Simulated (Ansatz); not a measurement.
# MgTe in the wurtzite structure

**What was measured.** A cell as deposited of hexagonal MgTe (space group P6_3mc), temperature not stated, from the Crystallography Open Database (1963), has a, c = 4.520, 7.330 Å and 32.42 Å³/atom.

Computed with Ansatz (plane waves, PAW, 420 eV cutoff): PBE, scalar-relativistic, no spin polarisation, 8×8×6 k-mesh, Gaussian smearing of 0.05 eV; PAW files: Ansatz's generated set soft_2.

Space group P6_3mc (No. 186). a = 4.608 Å, b = 4.608 Å, c = 7.501 Å, α = 90.00°, β = 90.00°, γ = 120.00°
| atom | site | symmetry | x | y | z |
| --- | --- | --- | --- | --- | --- |
| Mg | 2b | 3m. | 0.6667 | 0.3333 | 0.0008 |
| Te | 2b | 3m. | 0.6667 | 0.3333 | 0.6244 |

The start was a prototype's sites filled with these elements; the Crystallography Open Database holds the compound in this structure.

The cell above was scaled in volume, and shape and atoms were relaxed at each volume within its symmetry. Energies are counted from the cell above.

The cell is relaxed to zero pressure at this level.

```csv
V (Å³/atom),ΔE (meV/atom),P from the stress (GPa)
32.588,12.16,2.16
33.105,6.26,1.51
33.795,1.51,0.71
34.485,0.00,0.00
35.175,1.41,-0.64
35.864,5.46,-1.23
36.899,15.91,-1.99
37.933,30.94,-2.65
```

**Question.** Do the energies and the pressures agree? Compare −ΔE/ΔV between neighbouring points (1 meV/Å³ = 0.1602 GPa) with the mean of their pressures.

**Answer.** 
```json
{"interval (Å³/atom)": "32.59 to 33.11", "−ΔE/ΔV (GPa)": "1.8", "mean P (GPa)": "1.8"}
{"interval (Å³/atom)": "33.11 to 33.80", "−ΔE/ΔV (GPa)": "1.1", "mean P (GPa)": "1.1"}
{"interval (Å³/atom)": "33.80 to 34.48", "−ΔE/ΔV (GPa)": "0.4", "mean P (GPa)": "0.4"}
{"interval (Å³/atom)": "34.48 to 35.17", "−ΔE/ΔV (GPa)": "-0.3", "mean P (GPa)": "-0.3"}
{"interval (Å³/atom)": "35.17 to 35.86", "−ΔE/ΔV (GPa)": "-0.9", "mean P (GPa)": "-0.9"}
{"interval (Å³/atom)": "35.86 to 36.90", "−ΔE/ΔV (GPa)": "-1.6", "mean P (GPa)": "-1.6"}
{"interval (Å³/atom)": "36.90 to 37.93", "−ΔE/ΔV (GPa)": "-2.3", "mean P (GPa)": "-2.3"}
```
They differ by 0.01 GPa at most.

**Question.** What do the two routes give for V0, B0 and B0′?

**Answer.** A third-order Birch–Murnaghan fit of the energies: V0 = 34.48 Å³/atom, B0 = 34 GPa, B0′ = 4.2. A polynomial of P in ln V, with B = −dP/d ln V at P = 0: V0 = 34.48 Å³/atom, B0 = 34 GPa, B0′ = 4.2.

B0·V0 = 33.9 GPa × 34.48 Å³ = 7.30 eV/atom sets the scale: near the minimum ΔE ≈ ½ B0 V0 x², with x = V/V0 − 1, and a pressure of 0.3 GPa squeezes the volume by about 1 %. At the ends of the curve: x = −5.5 % predicts 11.0 meV/atom and the run gives 12.2; x = +10.0 % predicts 36.5 meV/atom and the run gives 30.9. The curve is steeper than the parabola on the compressed side and flatter on the expanded side: the bulk modulus rises with pressure.

**Comparison.** The computed cell (4.608, 7.501 Å, 34.48 Å³/atom) differs from the database's by +6.4 % in volume, about +2.1 % in length. PBE usually overestimates volumes, but by less than this. The static lattice also lacks zero-point motion and thermal expansion, roughly 1.1 to 2.7 % in volume at 300 K (room temperature assumed) by Grüneisen's rule, γ·3k_BT/(B0·V0) with γ of 1 to 2.5, so its own overestimate is larger than the figure. The database's entry may also be off.

 Scalar-relativistic only: spin–orbit splittings of the heavy atoms' levels are missing.
